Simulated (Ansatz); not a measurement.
The system is TiPt3.

```
CELL_PARAMETERS angstrom
3.89700 0.00000 0.00000
0.00000 3.89700 0.00000
0.00000 0.00000 3.89700
ATOMIC_POSITIONS crystal
Pt 0.50000 0.50000 0.00000
Pt 0.50000 0.00000 0.50000
Pt 0.00000 0.50000 0.50000
Ti 0.00000 0.00000 0.00000
```

Program: Ansatz 0.2.0. Alike in all runs: potentials or basis Ansatz PAW; no spin polarisation; cell as given; smearing fermi-dirac 0.05 eV.

Q: Order these runs on this cell by their pressure, lowest first.
A. level BLYP; k mesh 4 × 4 × 4; cutoff (eV) 420; mesh quality coarse
B. level revPBE; k mesh 4 × 4 × 4; cutoff (eV) 420; mesh quality coarse
C. level r2SCAN; k mesh 4 × 4 × 4; cutoff (eV) 500; mesh quality coarse
D. level PBE; k mesh 7 × 7 × 7; cutoff (eV) 420; mesh quality not flagged
E. level PBEsol; k mesh 4 × 4 × 4; cutoff (eV) 420; mesh quality coarse

A: E (0.3 GPa), C (4.6 GPa), D (10.1 GPa), B (12.9 GPa), A (22.3 GPa).

Caveats: some runs use coarse meshes; the PAW data sets come from PBE, with cores solved anew for the run's functional, which leaves a small shift of forces and pressure (some runs); the potentials were made for another functional, which shifts forces and pressure (some runs).

Not every run made on this cell is shown here.
